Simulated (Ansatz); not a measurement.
PtSe2 (Sudovikovite):

```xyz
3
Lattice="3.7240 0.0000 0.0000 -1.8620 3.2251 0.0000 0.0000 0.0000 5.0620" Properties=species:S:1:pos:R:3 pbc="T T T"
Pt    0.0000    0.0000    0.0000
Se    1.8620    1.0750    3.7965
Se    0.0000    2.1501    1.2655
```

```yaml
Program: Ansatz 0.2.0
Task: relaxation of cell and atoms
Functional: PBEsol
Dispersion: D3(BJ)
Potentials_or_basis: Ansatz PAW
Cutoff: "420 eV (not typed: the program's choice for these potentials)"
k_mesh: 8 × 8 × 5
Occupations: fermi-dirac, width 0.05 eV
Spin: no spin polarisation
```

At the start: volume 20.27 Å³/atom.

Task: How do energy, volume and symmetry change on relaxing?

Result: It ends after 7 steps and the volume is 18.71 Å³/atom (-7.7 %); space group P-3m1 (No. 164, to 0.05 Å).

The path:
```csv
step,energy change (eV),largest force (eV/Å),volume (Å³)
1,0.0000,0.3468,60.80
2,-0.0621,0.3023,56.04
3,-0.0934,0.1163,56.55
4,-0.0982,0.0256,55.78
5,-0.0988,0.0243,56.20
6,-0.0988,0.0041,56.13
7,-0.0979,0.0040,56.13
```

Final structure:
```yaml
crystal:
  lattice:
    - [3.73594, 0.00000, 0.00000]
    - [-1.86797, 3.23542, 0.00000]
    - [0.00000, 0.00000, 4.64344]
  atoms:
    - { symbol: Pt, position: [0.00000, 0.00000, 0.00000] }
    - { symbol: Se, position: [0.66667, 0.33333, 0.72779] }
    - { symbol: Se, position: [0.33333, 0.66667, 0.27221] }
```

Caveat: the plane-wave basis is chosen anew once the cell has moved, so the energies of steps on either side of that aren't comparable; pairwise dispersion overbinds metals, which lowers pressure and volume; the PAW data sets come from PBE, with cores solved anew for the run's functional, which leaves a small shift of forces and pressure.
